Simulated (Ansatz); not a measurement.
**Os (P6_3/mmc): electronic heat capacity and spin susceptibility from the density of states**

Computed with DFT PBEsol, scalar-relativistic, plane waves, PAW (Ansatz 0.2.0).

Plane waves to 420 eV, a k mesh through Γ of 18×18×10 on the computed 2-atom cell and Gaussian smearing (0.10 eV); no spin polarisation.

Relaxed cell: P6_3/mmc, a = 2.727 Å, b = 2.727 Å, c = 4.313 Å, α = 90.00°, β = 90.00°, γ = 120.00°, 2 atoms in the primitive cell.

The density of states at the Fermi level is 1.199 states/eV in the cell of 2 atoms (2 formula units; both spins, tetrahedra on a 27×27×15 mesh).

Problem. What Sommerfeld coefficient and Pauli susceptibility does this give?

Solution. Per formula unit N(E_F) = 0.599 states/eV. γ = (π²/3) k_B² N(E_F) N_A = 2.357 mJ/(mol K²) per state/eV, so γ = 1.4 mJ/(mol K²), a mole of formula units. χ_P = μ_B² N(E_F) N_A = 3.23×10⁻⁵ emu/mol per state/eV gives 1.9×10⁻⁵ emu/mol. This is the bare band result: a measured γ of the same phase is as a rule larger by a factor 1 + λ from phonons and spin fluctuations, the spin part of χ is larger by the Stoner factor, and a measured χ also holds orbital and core terms. N(E_F) at one energy is sensitive to the mesh where the density of states has sharp peaks.

Spin-orbit coupling is left out, which matters for the bands of heavy elements.

Cost: 1 run of about 1.3 core-minutes, on Intel Xeon Processor @ 2.50GHz (Skylake/Cascade Lake) (shared hosts).